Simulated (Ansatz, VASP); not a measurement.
## One calculation of P, two programs

File POSCAR:

```
P
1.0
    3.0280000000      0.0000000000      0.0000000000
   -1.5140000000      2.6223249227      0.0000000000
    0.0000000000      0.0000000000     28.0000000000
P
2
Direct
    0.3333333333      0.6666666667      0.5187321429
    0.6666666667      0.3333333333      0.4812678571
```

INCAR.step1

```
ALGO = Normal ; DIPOL = 0.5 0.5 0.500
EDIFF = 1E-4 ; ENCUT = 520
GGA = PE ; IDIPOL = 3
ISMEAR = 0 ; LASPH = T
LCHARG = F ; LDIPOL = T
LREAL = F ; LWAVE = T
NBANDS = 12 ; NELM = 80
PREC = Accurate ; SIGMA = 0.02
```

INCAR.step2

```
ALGO = Normal ; DIPOL = 0.5 0.5 0.500
EDIFF = 1E-7 ; ENCUT = 520
IDIPOL = 3 ; ISIF = 2
ISMEAR = 0 ; ISTART = 1
LASPH = T ; LCHARG = F
LDIPOL = T ; LMIXTAU = T
LREAL = F ; LWAVE = F
METAGGA = R2SCAN ; NBANDS = 12
NELM = 80 ; PREC = Accurate
SIGMA = 0.02
```

Contents of KPOINTS:

```
k-points
0
Gamma
  9 9 1
```

Input for Ansatz:

```yaml
crystal:
  lattice:
    - [3.028, 0.0, 0.0]
    - [-1.514, 2.6223249227, 0.0]
    - [0.0, 0.0, 28.0]
  atoms:
    - { symbol: P, position: [0.3333333333, 0.6666666667, 0.5187321429] }
    - { symbol: P, position: [0.6666666667, 0.3333333333, 0.4812678571] }
  periodic: [true, true, false]
basis:
  ecutwfc: 500
kpoints:
  mp_grid: { grid: [9, 9, 1] }
hamiltonian:
  xc: r2scan
scf:
  occupations: { method: gaussian, width: 0.02 }
output:
  forces: true
  stress: true
  eigenvalues: true
```

Alike in both runs: task single point; functional r2SCAN; k mesh 9 × 9 × 1; occupations gaussian, width 0.02 eV; no spin polarisation.

|  | VASP | Ansatz |
| --- | --- | --- |
| version | VASP 6.6.1 | Ansatz 0.2.0 |
| potentials or method | VASP PAW PBE potentials, release 64 (P) | scalar-relativistic, plane waves, PAW |
| plane-wave cutoff (eV) | 520 | 500 |
| valence electrons in the cell | 10 | 10 |

```tsv
	VASP	Ansatz	Ansatz less VASP
gap on the k mesh at the Fermi level (eV)	1.45	1.37	-0.080
least direct gap on the mesh (eV)	1.97	1.90	-0.073
rms of the force components (eV/Å)	2.963	3.109	+0.1466
```

Atom by atom the forces differ by 0.147 eV/Å (rms over components).

Caveats: the PAW data sets were made with another functional, which shifts forces and pressure a little (VASP). r2SCAN opens gaps a little over a GGA but as a rule still falls short of measured ones.
